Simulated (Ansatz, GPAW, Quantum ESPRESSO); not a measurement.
## One calculation of ZrB2, 4 ways

```
Zr B
1.0
     3.17000    0.00000    0.00000
    -1.58500    2.74530    0.00000
     0.00000    0.00000    3.53300
Zr B
1 2
Direct
  0.00000 0.00000 0.00000
  0.66667 0.33333 0.50000
  0.33333 0.66667 0.50000
```

Alike in all runs: task band structure; functional PBE; k mesh 10 × 10 × 8; occupations fermi-dirac, width 0.05 eV; no spin polarisation; no spin-orbit coupling. Pressure is positive in compression and, in plane waves, holds the error of the finite cutoff, which Ansatz's Pulay term estimates and takes out.

```csv
program and potentials,plane-wave cutoff (eV),notes,pressure (GPa)
"Ansatz, Ansatz PAW",420,Pulay term of +0.20 GPa included,0.79
"Ansatz, Ansatz PAW polarizable",420,Pulay term of +0.20 GPa included,0.79
"Quantum ESPRESSO, PseudoDojo 0.4.1 SR PBE standard",1034,-,?
"GPAW, GPAW PAW data sets (gpaw-data 1.2.1)",800,-,-0.07
```

Problem. Estimate from the other rows what the run with Quantum ESPRESSO, PseudoDojo 0.4.1 SR PBE standard gave.

Solution. Pressure 0.78 GPa. The other rows, which needn't bracket it: pressure -0.07 to 0.79.
